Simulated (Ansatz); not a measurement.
Here is an Ansatz 0.2.0 calculation.

Contents of input.yaml:

```yaml
crystal:
  lattice:
    - [0.0, 2.077420708, 2.077420708]
    - [2.077420708, 0.0, 2.077420708]
    - [2.077420708, 2.077420708, 0.0]
  atoms:
    - { symbol: Al, position: [0.0, 0.0, 0.0], spin: 0.18 }
kpoints:
  mp_grid: { grid: [11, 11, 11] }
scf:
  occupations: { method: fermi_dirac, width: 0.05 }
hamiltonian:
  xc: revpbe
  pseudopotentials: { kind: all_electron, datasets: crystal }
magnetization:
  spin_polarized: true
output:
  forces: true
  stress: true
  eigenvalues: true
```

Potentials or basis: all-electron PAW datasets made for the crystal.

Launch:

```console
$ ansatz run input.yaml --threads 1 --pin off --max-ram 2560MiB --backend cpu --events-out ev --progress --plain --runs-dir out
```

Task: Predict the band gap on the k mesh.

Result: None (metal or under the smearing width).

Task: What does it give for the net moment?

Result: 0.00 μB per cell.

Task: Estimate the absolute moment.

Result: 0.00 μB per cell.

Task: Estimate the pressure.

Result: -4.5 GPa.

Caveat: the starting moments weren't kept.
